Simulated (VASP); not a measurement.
LiH:

```
Li H
1.0
     2.81255    0.00000    0.00000
    -1.40627    2.43574    0.00000
     0.00000    0.00000   11.84181
Li H
5 5
Direct
  0.00000 0.00000 0.79298
  0.00000 0.00000 0.00000
  0.00000 0.00000 0.20702
  0.33333 0.66667 0.40230
  0.66667 0.33333 0.59770
  0.33333 0.66667 0.69541
  0.66667 0.33333 0.89658
  0.33333 0.66667 0.10342
  0.66667 0.33333 0.30459
  0.00000 0.00000 0.50000
```

The cell was built by a generator and needn't be a form met in nature.

```yaml
Program: VASP 6.6.1
Task: relaxation of cell and atoms
Functional: LDA
Potentials_or_basis: VASP PAW LDA potentials, release 64 (Li_sv, H)
Cutoff: 600 eV
k_mesh: 8 × 8 × 3
Occupations: fermi-dirac, width 0.05 eV
Spin: no spin polarisation
```

At the start: pressure -2.8 GPa; volume 8.11 Å³/atom.

Q: Where does the relaxation end?

A: Over 4 steps the energy falls by 5.9 meV/atom and the volume is 7.48 Å³/atom (-7.8 %); space group P-3m1 (No. 164, to 0.05 Å).

The path:
| step | energy change (eV) | largest force (eV/Å) | pressure (GPa) | volume (Å³) |
| --- | --- | --- | --- | --- |
| 1 | 0.0000 | 0.0129 | -2.83 | 81.12 |
| 2 | -0.0261 | 0.0081 | -2.17 | 79.46 |
| 3 | -0.0573 | 0.0047 | -0.54 | 75.86 |
| 4 | -0.0591 | 0.0089 | 0.04 | 74.76 |

Final structure:
```cif
data_structure
_symmetry_space_group_name_H-M 'P 1'
_symmetry_Int_Tables_number 1
_cell_length_a 2.7364
_cell_length_b 2.7364
_cell_length_c 11.5281
_cell_angle_alpha 90.000
_cell_angle_beta 90.000
_cell_angle_gamma 120.000
_cell_volume 74.76
loop_
_atom_site_label
_atom_site_type_symbol
_atom_site_fract_x
_atom_site_fract_y
_atom_site_fract_z
_atom_site_occupancy
Li1 Li 0.00000 0.00000 0.79277 1
Li2 Li 0.00000 0.00000 0.00000 1
Li3 Li 0.00000 0.00000 0.20723 1
Li4 Li 0.33333 0.66667 0.40231 1
Li5 Li 0.66667 0.33333 0.59769 1
H1 H 0.33333 0.66667 0.69540 1
H2 H 0.66667 0.33333 0.89655 1
H3 H 0.33333 0.66667 0.10345 1
H4 H 0.66667 0.33333 0.30460 1
H5 H 0.00000 0.00000 0.50000 1
```

Caveat: the cutoff is under 1.25 times the usual one of these potentials, so pressure, stress and relaxed cells hold a basis-set (Pulay) error.
